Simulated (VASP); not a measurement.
Here is the system:

```
CELL_PARAMETERS angstrom
      0.00000     3.03575     3.03575
      3.03575     0.00000     3.03575
      3.03575     3.03575     0.00000
ATOMIC_POSITIONS crystal
  Zn 0.50000 0.50000 0.50000
  Te 0.25000 0.25000 0.25000
```

These are PBE GGA, VASP's PBE PAW potentials (set 64) (plane waves; VASP) values and carry that method's errors. Numerical set-up: 300 eV cut-off, 6×6×6 Γ-centred mesh, Gaussian smearing of 0.010 eV, potentials Zn Te.

At this cut-off the stress carries a Pulay error, which pulls relaxed volumes low.

### Question
Give the stress tensor in GPa (positive for a compressed cell).

### Answer

```
2.66  0.00  0.00
0.00  2.66  0.00
0.00  0.00  2.66
```
The pressure is its mean diagonal, 2.66 GPa.

The structure comes from a computed database's ZnTe entry; how it stands against other phases isn't given here. The cell was not relaxed at this level.
